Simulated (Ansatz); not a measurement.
## Comparing deformations in BN

Method: DFT PBE, scalar-relativistic, plane waves, PAW (Ansatz). The runs took a 420 eV cutoff, a Γ-centred 12×12×6 mesh and Gaussian smearing (0.05 eV). No spin polarisation. Energies are free energies at this smearing, counted from the undisturbed cell; pressure is positive in compression.

The undisturbed cell (relaxed at this level; this wurtzite form isn't the usual structure):

```
CELL_PARAMETERS angstrom
2.55458 0.00000 0.00000
-1.27729 2.21233 0.00000
0.00000 0.00000 4.22451
ATOMIC_POSITIONS crystal
B 0.66667 0.33333 0.99981
B 0.33333 0.66667 0.49981
N 0.66667 0.33333 0.62519
N 0.33333 0.66667 0.12519
```

The cell is strained by ε times a Voigt pattern (xx, yy, zz, yz, xz, xy; engineering shear) with fractional coordinates fixed. τ = (1/V0) dE/dε comes from the stress tensor. Of each scan, only the three points used here are listed.

```
           pattern        ε  τ (GPa)
(1, 1, 0, 0, 0, 0)  -0.0150   -33.43
(1, 1, 0, 0, 0, 0)   0.0000     0.05
(1, 1, 0, 0, 0, 0)   0.0150    29.80
(0, 0, 1, 0, 0, 0)  -0.0150   -16.00
(0, 0, 1, 0, 0, 0)   0.0000    -0.01
(0, 0, 1, 0, 0, 0)   0.0150    14.30
(0, 0, 0, 0, 1, 0)  -0.0075    -2.50
(0, 0, 0, 0, 1, 0)   0.0000     0.00
(0, 0, 0, 0, 1, 0)   0.0075     2.50
```

**Question.** Which constants do the scans give, and which deformation costs least for the same size of strain tensor?

**Answer.** The slope dτ/dε at zero (parabola through three points) is pᵀCp: (1, 1, 0, 0, 0, 0) gives C11 + C22 + 2 C12 = 2107 GPa; (0, 0, 1, 0, 0, 0) gives C33 = 1010 GPa; (0, 0, 0, 0, 1, 0) gives C55 = 333 GPa. The size of the strain tensor, ε:ε, is ε² times 2.0, 1.0, 0.5. Per unit of it the stiffnesses are 1054, 1010, 666 GPa, so (0, 0, 0, 0, 1, 0) is the softest of these: at ε:ε = (1 %)² the quadratic term costs 1.24 meV/atom against 1.96 for the stiffest. These are clamped-ion values.

Forces appear on the atoms along this scan, and letting them relax would lower the energy and soften the response.